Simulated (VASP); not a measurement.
Wanted: the native input for a VASP 6.6.1 run.

```
Task                      : relaxation of the atoms
Functional                : PBE
Dispersion                : D3(BJ)
Potentials or basis       : VASP PAW PBE potentials, release 64 (N, C, H)
Cutoff                    : 400 eV
k mesh                    : 1 × 1 × 1
Occupations               : gaussian, width 0.01 eV
Spin                      : no spin polarisation
Atoms held fixed (from 0) : [0]
Further INCAR settings    : ALGO = Normal; EDIFF = 1e-06; ISYM = 0; IBRION = 2; EDIFFG = -0.03; NSW = 120
```

The structure of NCH5 lies in POSCAR:

```
H5CN
1.0
   13.1061477206      0.0000000000      0.0000000000
    0.0000000000     13.6061477206      0.0000000000
    0.0000000000      0.0000000000     14.1061477206
N C H
1 1 5
Selective dynamics
Direct
    0.5202229065      0.4891563671      0.5595825945  F F F
    0.4916618736      0.4980684266      0.4604667967  T T T
    0.5751421139      0.5389279044      0.5759031202  T T T
    0.4591843999      0.5030520018      0.6017585760  T T T
    0.4332054597      0.4434741280      0.4448943684  T T T
    0.4622086108      0.5708333785      0.4403885863  T T T
    0.5583746356      0.4822114596      0.4170059580  T T T
```

These files were run (other wordings do the same):

INCAR

```
ALGO = Normal ; EDIFF = 1E-6
EDIFFG = -0.03 ; ENCUT = 400
GGA = PE ; IBRION = 2
ISIF = 2 ; ISMEAR = 0
ISYM = 0 ; IVDW = 12
LASPH = T ; LCHARG = F
LREAL = F ; LWAVE = F
NELM = 100 ; NSW = 120
PREC = Accurate ; SIGMA = 0.01
```

KPOINTS

```
k-points
0
Gamma
  1 1 1
```

Potentials or basis: VASP PAW PBE potentials, release 64 (N, C, H).

The run is started by

```console
$ cat potpaw_PBE.64/N/POTCAR potpaw_PBE.64/C/POTCAR potpaw_PBE.64/H/POTCAR > POTCAR
$ mpirun -np 1 vasp_gam > vasp.out
```

It gave:

```json
{"Energy gained by relaxing": "2.1 meV/atom", "Ionic steps": "11", "Gap between the frontier levels": "4.73 eV", "Dispersion energy per atom": "-0.010 eV"}
```

Wall time 14 min on 1 thread of Intel(R) Xeon(R) Platinum 8559C (Emerald Rapids), on a shared host, peak memory 1.5 GiB.
